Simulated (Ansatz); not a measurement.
# Screening in LiBr (Fm-3m)

Wanted: ε∞ of LiBr (Fm-3m) from perturbation theory, a sum over states and the RPA step of G0W0, with cost.

Program: Ansatz 0.2.0. Level of theory: linear response on PBE, plane waves, PAW. Results are calculated unless marked as measured.

Most raw output is cut from this account.

**1. The structure**

The structure is cubic, space group Fm-3m (No. 225). The conventional cell has a = 5.501 Å, b = 5.501 Å, c = 5.501 Å, α = 90.00°, β = 90.00°, γ = 90.00°. Nearest to Li lie 6 Br at 2.75 Å. Br has 6 Li at 2.75 Å nearest. Farther neighbours and most contacts between anions are not listed.

Structure file:

```cif
data_structure
_symmetry_space_group_name_H-M 'P 1'
_symmetry_Int_Tables_number 1
_cell_length_a 3.8900
_cell_length_b 3.8900
_cell_length_c 3.8900
_cell_angle_alpha 60.000
_cell_angle_beta 60.000
_cell_angle_gamma 60.000
_cell_volume 41.62
loop_
_atom_site_label
_atom_site_type_symbol
_atom_site_fract_x
_atom_site_fract_y
_atom_site_fract_z
_atom_site_occupancy
Li1 Li 0.00000 0.00000 0.00000 1
Br2 Br 0.50000 0.50000 0.50000 1
```

The cell and positions come from the Crystallography Open Database and are kept as given unless a step says otherwise.

**2. Response to a homogeneous field**

The response to a uniform field gives ε∞, a yardstick for the screening that GW builds on its mesh.

This step: dielectric response by perturbation theory, PBE, plane waves, PAW; PAW set soft_1.

Contents of input.yaml:

```yaml
crystal:
  lattice:
    - [0.0, 2.75065, 2.75065]
    - [2.75065, 0.0, 2.75065]
    - [2.75065, 2.75065, 0.0]
  atoms:
    - { symbol: Li, position: [0.0, 0.0, 0.0] }
    - { symbol: Br, position: [0.5, 0.5, 0.5] }
kpoints:
  mp_grid: { grid: [6, 6, 6] }
hamiltonian:
  xc: pbe
  pseudopotentials: { kind: paw, azcp: { folder: soft_1 } }
scf:
  occupations: { method: fixed }
dielectric: {}
```

Started as:

```
$ ansatz run input.yaml --threads 24 --pin off --max-ram 82944MiB --backend cuda --events-out ev --progress --plain --runs-dir out --devices 1 --max-vram 78GiB
```

Elapsed: 3 s, on 1 × NVIDIA GB200 (shared by 2 runs) with 24 threads of Arm Neoverse V2, shared host; peak memory 1.1 GiB.

This step gave:

```
stated error of ε∞ : 0.0086
```

One over ε∞ averages 0.29, somewhat over the quarter of exact exchange in PBE0.

High-frequency dielectric tensor:

```
3.42 0.00 0.00
0.00 3.42 0.00
0.00 0.00 3.42
```

Born effective charge (e), principal values of the symmetric part by kind of site:

| atom | atoms with these values | low | middle | high | mean |
| --- | --- | --- | --- | --- | --- |
| Li1 | 1 | 1.24 | 1.24 | 1.24 | 1.24 |
| Br2 | 1 | -1.24 | -1.24 | -1.24 | -1.24 |

In full for Br2:

```
-1.24  0.00  0.00
 0.00 -1.24  0.00
 0.00  0.00 -1.24
```

**3. Independent-particle spectrum**

The independent-particle spectrum shows where the oscillator strength lies, before excitons and local fields.

This step: independent-particle optics on PBE, plane waves, PAW; PAW set soft_1.

input.yaml, the sections that differ from step 2:

```yaml
kpoints:
  mp_grid: { grid: [8, 8, 8] }
scf:
  occupations: { method: fixed }
  n_extra_bands: 28
output:
  optics: { e_range: [0, 25], de: 0.1, sigma: 0.2 }
# crystal, hamiltonian: as in step 2
# dielectric: removed
```

Run time: 2.4 s. Hardware: 1 × NVIDIA GB200 (shared by 2 runs) with 24 threads; peak memory 1 GiB.

This step gave:

```
ε∞ without local fields (xx, yy, zz)                                   : 3.735, 3.735, 3.735
electrons in the f-sum (xx, yy, zz)                                    : 8.776, 8.776, 8.776
bands in the explicit sum (the static value is completed to all bands) : 33
```

The sum gives ε∞ = 3.73 without local fields.

The ε₂, xx=yy=zz has structure finer than the step of the table below, so its rows give means over 1 eV, whole bins alone (the curve runs from 0 to 25 eV). Peaks (eV: height): 7.6: 9.60, 8.7: 8.12.

Independent particles, no local fields, Gaussian width 0.2 eV. Table of ε₂, xx=yy=zz by photon energy; means over each step:

```
photon energy (eV)  ε₂, xx=yy=zz
                 4             0
                 5         0.285
                 6          3.02
                 7          5.54
                 8          6.31
                 9          7.61
                10          4.89
                11          3.08
                12          1.65
                13         0.821
                14         0.705
                15         0.668
                16         0.661
                17         0.623
                18         0.610
                19         0.638
                20         0.407
                21         0.229
                22         0.196
                23         0.214
                24         0.160
```

Independent particles, no local fields, Gaussian width 0.2 eV. Loss function, xx=yy=zz against photon energy; read off at these points:

photon energy (eV), loss function, xx=yy=zz and a bar:
```
      4.0       0.00 
      5.0       0.01 
      6.0       0.04 
      7.0       0.08 #
      8.0       0.22 ##
      9.0       0.13 #
     10.0       0.20 ##
     11.0       0.21 ##
     12.0       0.28 ###
     13.0       0.54 #####
     14.0       1.08 ##########
     15.0       1.46 #############
     16.0       1.53 ##############
     17.0       1.54 ##############
     18.0       1.47 #############
     19.0       1.53 ##############
     20.0       2.53 #######################
     20.5       3.28 ##############################
     21.0       2.32 #####################
     22.0       1.27 ############
     23.0       1.11 ##########
     24.0       0.82 ########
     25.0       0.47 ####
```

**4. RPA screening from the G0W0 run**

G0W0 replaces the xc potential by the self-energy, built once from these orbitals. Only a window of levels is corrected, while the sums run over the empty bands that the input names. This step takes PAW set soft_1 files.

This step: G0W0 on PBE, plane waves, PAW; PAW set soft_1.

input.yaml, the sections that differ from step 3:

```yaml
kpoints:
  mp_grid: { grid: [6, 6, 6] }
scf:
  occupations: { method: fixed }
gw:
  n_empty_bands: 267
  ecut_chi: 200.0
  qp_bands: [v2, c2]
  qp_kpoints: band_edges
  screening: { model: contour_deformation }
# crystal, hamiltonian: as in step 3
# output: removed
```

Run time: 7.9 s. Hardware: 1 × NVIDIA GB200 (shared by 2 runs) with 24 threads; peak memory 1.2 GiB; 22 s of CPU time.

Numbers from this step:

```
bands summed                                 : 272
RPA ε∞ on this mesh (eigenvalues)            : 3.163, 3.163, 3.163
plane waves in the screening matrix          : 283
G0W0 gap on the mesh                         : 7.200 eV
k of the valence top                         : 0, 0, 0
k of the conduction bottom                   : 0, 0, 0
starting gap on the mesh                     : 4.939 eV
least direct G0W0 gap on the computed points : 7.200 eV
```

The gap on the mesh goes from 4.94 eV to 7.20 eV, a correction of +2.26 eV. Between the two edge states, bare exchange in place of the xc potential would open the gap by 7.73 eV, and correlation takes back 5.47 eV.

Mean over the mesh in bins of 0.25 1/Å. Static inverse dielectric function, diagonal against length of q+G:

| length of q+G (Å⁻¹) | static inverse dielectric function, diagonal |
| --- | --- |
| 0.33 | 0.344 |
| 0.49 | 0.363 |
| 0.76 | 0.416 |
| 0.98 | 0.468 |
| 1.24 | 0.525 |
| 1.51 | 0.587 |
| 1.74 | 0.638 |
| 1.99 | 0.698 |
| 2.27 | 0.755 |
| 2.51 | 0.795 |
| 2.76 | 0.828 |
| 3.02 | 0.854 |
| 3.25 | 0.876 |
| 3.50 | 0.895 |
| 3.75 | 0.913 |
| 4.01 | 0.928 |
| 4.26 | 0.940 |
| 4.50 | 0.950 |
| 4.75 | 0.958 |
| 4.99 | 0.965 |
| 5.25 | 0.971 |
| 5.50 | 0.976 |
| 5.75 | 0.980 |
| 6.01 | 0.983 |
| 6.25 | 0.986 |
| 6.50 | 0.989 |
| 6.76 | 0.991 |
| 7.01 | 0.993 |
| 7.18 | 0.994 |

**5. The values together**

Times are wall times on 1 × NVIDIA GB200 (shared by 2 runs) with 24 threads of Arm Neoverse V2, shared host, good to a factor of about two.

```
                                          method                            mesh  ε∞, low  middle  high  mean   time
perturbation theory (local fields and xc kernel)  6×6×6 (response on 216 points)     3.42    3.42  3.42  3.42    3 s
               sum over states (no local fields)                           8×8×8     3.73    3.73  3.73  3.73  2.4 s
           RPA with local fields, on the GW mesh                           6×6×6     3.16    3.16  3.16  3.16  7.9 s
```

**6. Results**

```json
{
 "perturbation theory (local fields and xc kernel)": "3.42, 3.42, 3.42",
 "sum over states (no local fields)": "3.73, 3.73, 3.73",
 "RPA with local fields, on the GW mesh": "3.16, 3.16, 3.16"
}
```

Mean Born effective charge: Li1 1.24, Br2 -1.24 e. Distinct peaks of the ε₂, xx=yy=zz stand at 7.6 and 8.7 eV; the one at 7.6 eV is strongest. The loss function, xx=yy=zz has its highest peak at 20.5 eV. The sum without local fields gives 3.73 in the mean against 3.42 by perturbation theory; local fields lower ε∞ and the xc kernel gives part of it back, though the sum also carries the error of its own mesh. The RPA values on the 6×6×6 mesh average 0.92 times those of perturbation theory (means 3.16 and 3.42). Without the xc kernel RPA should lie a little lower, as the mean does. PBE usually puts the gap too low, which tends to raise ε∞. Ions are clamped, so the lattice part of the static constant is not in these numbers.

[Paths, hosts, dates, memory and timing lines, banners, echoed tables and standing remarks are left out of the program output.]

[Logs are printed without paths, hosts, clocks, repeated set-up lines and the standing remarks that a program may print on its own settings, such as how far it seeks lower states.]

[Runs of the session that timed out or met a known fault of the program may be left out.]

[Cells called generated may have been cut or substituted from an entry of the Crystallography Open Database or the Materials Project.]

[Hosts, paths, dates, database ids (printed as entryN), source tags and the programs' standing remarks are cut or masked in the printed files.]
